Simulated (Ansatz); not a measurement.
**Cu and the effect of the strain (εzz = s)**

```
CELL_PARAMETERS angstrom
1.21846 -3.97638 0.00000
1.21846 3.97638 0.00000
0.00000 0.00000 2.47550
ATOMIC_POSITIONS crystal
Cu 0.86613 0.13387 0.75000
Cu 0.13387 0.86613 0.25000
```

This isn't the form of Cu at room conditions, which is fcc.

Kept alike: task single point; functional PBEsol; k mesh 9 × 9 × 9; occupations fermi-dirac, width 0.05 eV; no spin polarisation. Program: Ansatz, Ansatz PAW, cutoff 420 eV. The mesh is that of the run's cell of 2 atoms. No spin-orbit coupling.

| s | free energy over the lowest row (meV/atom) |
| --- | --- |
| -0.04 | 17.45 |
| -0.02 | 3.24 |
| -0.01 | 0.37 |
| 0 | 0.00 |
| 0.01 | ? |
| 0.02 | 5.77 |
| 0.04 | 18.77 |

The cell shown is the unstrained one; x, y and z are its Cartesian axes; atoms keep their fractions. For a metal such a mesh leaves the last digits unconverged. All rows use potentials made for PBE.

Question: Fit the rows shown and predict the run at 0.01.

Answer: A least-squares cubic through the rows shown is free energy = -38940 s³ + 11326.4 s² + 78.81 s - 0.015 (largest miss 0.015); at s = 0.01 it gives 1.87 meV/atom. The run gave: free energy over the lowest row 1.88 meV/atom.
